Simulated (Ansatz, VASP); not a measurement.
Sb: VASP beside Ansatz

File INCAR:

```
SYSTEM = Sb
  PREC = Accurate
  ENCUT = 520
  EDIFF = 1E-7
  ISMEAR = 0
  SIGMA = 0.019000000000000003
  LREAL = .False.
  LASPH = .True.
  NELM = 60
  ALGO = Normal
  ISIF = 2
  LWAVE = .False.
  LCHARG = .True.
  GGA = PE
  LELF = .True.
  LVHAR = .True.
  NBANDS = 8
```

File KPOINTS:

```
Automatic mesh
0
Gamma
  10 10 10
  0 0 0
```

Contents of POSCAR:

```
Sb
1.0
    0.0000000000      2.3712425216      2.3712425216
    2.3712425216      0.0000000000      2.3712425216
    2.3712425216      2.3712425216      0.0000000000
Sb
1
Direct
    0.0000000000      0.0000000000      0.0000000000
```

File input.yaml:

```yaml
crystal:
  lattice:
    - [0.0, 2.3712425216, 2.3712425216]
    - [2.3712425216, 0.0, 2.3712425216]
    - [2.3712425216, 2.3712425216, 0.0]
  atoms:
    - { symbol: Sb, position: [0.0, 0.0, 0.0] }
hamiltonian:
  xc: pbe
  pseudopotentials: { kind: paw }
kpoints:
  mp_grid: { grid: [10, 10, 10] }
scf:
  occupations: { method: gaussian, width: 0.019 }
output:
  forces: true
  stress: true
  eigenvalues: true
  write_density: true
  write_potential: true
  elf: true
  volumetric_format: npy
```

This isn't the form of Sb at room conditions, which is rhombohedral.

Alike in both runs: task single point; functional PBE; k mesh 10 × 10 × 10; occupations gaussian, width 0.019 eV; no spin polarisation.

|  | VASP | Ansatz |
| --- | --- | --- |
| version | VASP 6.6.1 | Ansatz 0.2.0 |
| potentials or method | VASP PAW PBE potentials, release 64 (Sb) | Ansatz PAW |
| plane-wave cutoff (eV) | 520 | 420 |
| valence electrons in the cell | 5 | 15 |

```csv
,VASP,Ansatz,Ansatz less VASP
gap on the k mesh at the Fermi level (eV),none,none,-
pressure (GPa),1.8,2.0,+0.16
```

A gap of «none» marks a metal or a gap that the smearing closes. The two sets of potentials don't hold the same shells in valence.

Spin-orbit coupling is left out, which matters for the levels of Sb.
